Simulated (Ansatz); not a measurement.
## ZnS: what symmetry allows forces and stress to be

```
CELL_PARAMETERS angstrom
3.92156 0.00000 0.00000
-1.96078 3.39617 0.00000
0.00000 0.00000 6.78889
ATOMIC_POSITIONS crystal
Zn 0.33333 0.66667 0.00702
Zn 0.66667 0.33333 0.49350
S 0.33333 0.66667 0.38543
S 0.66667 0.33333 0.88404
```

Level of theory: DFT PBE, scalar-relativistic, plane waves, PAW in Ansatz.

Settings: cutoff 420 eV, Γ-centred mesh 9×9×6 on the computed 4-atom cell, Gaussian smearing of 0.02 eV; no spin polarisation.

This distorted cell has space group P3m1, with 6 operations.

Problem. Without a calculation: in which directions can each atom feel a force?

Solution. A force must be left unchanged by every operation that keeps its atom in place, so it lies in the space that those operations leave fixed. Atoms that the group maps onto each other feel forces of one size.
```tsv
atom	site symmetry	operations at the site	equivalent to atom	allowed force (Cartesian)
Zn1	3m.	6	1	along (0.00, 0.00, 1.00)
Zn2	3m.	6	2	along (0.00, 0.00, 1.00)
S3	3m.	6	3	along (0.00, 0.00, 1.00)
S4	3m.	6	4	along (0.00, 0.00, 1.00)
```

That leaves 4 independent force components of 12, tied by 1 condition that the forces sum to zero, so 3 remain. A relaxation in this cell that keeps the symmetry moves the atoms in these directions alone.

Problem. And the stress tensor?

Solution. It must be invariant under the point group, which leaves 2 independent components: yz, xz, xy vanish; xx = yy.

Problem. Do the computed values obey this?

Solution. Yes. Forces (eV/Å):
```
Zn1  0.000  0.000 -0.086
Zn2  0.000  0.000  0.379
S3   0.000  0.000 -0.259
S4   0.000  0.000 -0.035
```

Stress (GPa, compression positive, xx yy zz yz xz xy): -4.04 -4.04 -8.11 0.00 0.00 0.00. The program imposes the same operations on density, forces and stress, so this confirms the analysis and is no independent test of the calculation.